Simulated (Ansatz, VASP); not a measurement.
Two plane-wave programs on Ge

```
Ge
1.0
     1.48805   -2.59469    0.00000
     1.48805    2.59469    0.00000
     0.00000    0.00000    4.72760
Ge
2
Direct
  0.66655 0.33345 0.25000
  0.33345 0.66655 0.75000
```

This isn't the form of Ge at room conditions, which is diamond.

Alike in both runs: task single point; functional LDA; k mesh 18 × 18 × 10; occupations gaussian, width 0.15 eV; no spin polarisation.

|  | VASP | Ansatz |
| --- | --- | --- |
| version | VASP 6.6.1 | Ansatz 0.2.0 |
| potentials or method | VASP PAW LDA potentials, release 64 (Ge_d) | scalar-relativistic, plane waves, PAW |
| plane-wave cutoff (eV) | 520 | 420 |
| valence electrons in the cell | 28 | 28 |

Ansatz gave:

```
gap on the k mesh at the Fermi level (eV)       : none
pressure (GPa)                                  : -1.3
largest component of the traceless stress (GPa) : 0.12
```

Which values does VASP return?

gap on the k mesh at the Fermi level (eV): none; pressure (GPa): -1.3; largest component of the traceless stress (GPa): 0.11.

A gap of «none» marks a metal or a gap that the smearing closes.
